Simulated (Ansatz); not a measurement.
# Trigonal (grey) selenium under LDA: how the cold (Marzari-Vanderbilt) smearing moves the result

Aim: find which cold (Marzari-Vanderbilt) smearing width is enough for energy and pressure. The geometry was relaxed under LDA beforehand and stays fixed; 7 values are run, from 0.01 to 1.0 eV. Wanted are the values from which on the energy stays within 10 and 1 meV/atom, and the pressure within 0.5 GPa, of the narrowest run. Within the series other settings stay, but some runs also write fields, which adds to their time. Spin polarisation is left out.

Program: Ansatz 0.2.0. Level of theory: DFT LDA, plane waves with PAW, scalar-relativistic. These are calculated values, not measurements.

1 further run of the same task is left out (set aside as unsound or not needed).

### 1 Starting point

Symmetry: P3_121, No. 152, trigonal system. The conventional cell has a = 3.953 Å, b = 3.953 Å, c = 5.121 Å, α = 90.00°, β = 90.00°, γ = 120.00°. Se (site symmetry 2) has 2 Se at 2.44 Å as nearest neighbours.

Structure file:

```cif
data_structure
_symmetry_space_group_name_H-M 'P 1'
_symmetry_Int_Tables_number 1
_cell_length_a 3.9535
_cell_length_b 3.9535
_cell_length_c 5.1205
_cell_angle_alpha 90.000
_cell_angle_beta 90.000
_cell_angle_gamma 120.000
_cell_volume 69.31
loop_
_atom_site_label
_atom_site_type_symbol
_atom_site_fract_x
_atom_site_fract_y
_atom_site_fract_z
_atom_site_occupancy
Se1 Se 0.25435 0.00000 0.33333 1
Se2 Se 0.00000 0.25435 0.66667 1
Se3 Se 0.74565 0.74565 0.00000 1
```

### 2 With a width of 0.01 eV

The run at 0.01 eV.

Contents of input.yaml:

```yaml
crystal:
  lattice:
    - [3.9534579885, 0.0, 0.0]
    - [-1.9767289943, 3.4237950508, 0.0]
    - [0.0, 0.0, 5.1205317866]
  atoms:
    - { symbol: Se, position: [0.2543546533, 1.0, 0.3333333333] }
    - { symbol: Se, position: [1.0, 0.2543546533, 0.6666666667] }
    - { symbol: Se, position: [0.7456453467, 0.7456453467, 1.0] }
hamiltonian:
  xc: lda
  pseudopotentials:
    kind: paw
    azcp:
      Se: "pseudopotentials/Se.paw.azcp"
basis:
  ecutwfc: 420
  fft_grid_basis: typed
kpoints:
  mp_grid: { grid: [9, 9, 6], shift: [0, 0, 0] }
magnetization:
  spin_polarized: false
scf:
  occupations: { method: cold, width: 0.01 }
  lower_state_search: "off"
output:
  stress: true
  write_density: true
  write_potential: true
  elf: true
  volumetric_format: npy
```

Launch:

```
> ansatz run input.yaml --threads 2 --pin off --max-ram 5120MiB --backend cpu --events-out ev --progress --plain --runs-dir out
```

### 3 With a width of 0.03 eV

The run at 0.03 eV.

Changes to input.yaml since step 2:

```diff
@@ -23,3 +23,3 @@
 scf:
-  occupations: { method: cold, width: 0.01 }
+  occupations: { method: cold, width: 0.03 }
   lower_state_search: "off"
```

### 4 With a width of 0.1 eV

The run at 0.1 eV.

Changes to input.yaml since step 3:

```diff
@@ -23,3 +23,3 @@
 scf:
-  occupations: { method: cold, width: 0.03 }
+  occupations: { method: cold, width: 0.1 }
   lower_state_search: "off"
@@ -27,5 +27 @@
   stress: true
-  write_density: true
-  write_potential: true
-  elf: true
-  volumetric_format: npy
```

### 5 With a width of 0.2 eV

The run at 0.2 eV.

Changes to input.yaml since step 4:

```diff
@@ -23,3 +23,3 @@
 scf:
-  occupations: { method: cold, width: 0.1 }
+  occupations: { method: cold, width: 0.2 }
   lower_state_search: "off"
@@ -27 +27,5 @@
   stress: true
+  write_density: true
+  write_potential: true
+  elf: true
+  volumetric_format: npy
```

### 6 With a width of 0.3 eV

The run at 0.3 eV.

Changes to input.yaml since step 5:

```diff
@@ -23,3 +23,3 @@
 scf:
-  occupations: { method: cold, width: 0.2 }
+  occupations: { method: cold, width: 0.3 }
   lower_state_search: "off"
```

### 7 With a width of 0.6 eV

The run at 0.6 eV.

Changes to input.yaml since step 6:

```diff
@@ -23,3 +23,3 @@
 scf:
-  occupations: { method: cold, width: 0.3 }
+  occupations: { method: cold, width: 0.6 }
   lower_state_search: "off"
```

### 8 With a width of 1.0 eV

The run at 1.0 eV.

Changes to input.yaml since step 7:

```diff
@@ -23,3 +23,3 @@
 scf:
-  occupations: { method: cold, width: 0.6 }
+  occupations: { method: cold, width: 1.0 }
   lower_state_search: "off"
```

(Steps that only read results are left out.)

Q: Predict the outcome of this session.

The runs gave:

| quantity | value |
| --- | --- |
| E(σ → 0) stays within 10 meV/atom of 0.01 eV | up to 0.6 eV |
| E(σ → 0) stays within 1 meV/atom | up to 0.6 eV |
| pressure stays within 0.5 GPa | up to 0.6 eV |
| pressure at 0.01 eV | -0.04 GPa |

What this shows: At 1.0 eV the energy differs by +15.1 meV/atom and the pressure by -0.9 GPa. Over the range F shifts by +58.6 meV/atom, while E(σ → 0) shifts by +15.1. While the width stays far under the gap, it changes nothing. The cell taken over is 15 % smaller than the measured one (27.26 Å³/atom, COD), which weighs on all values here.
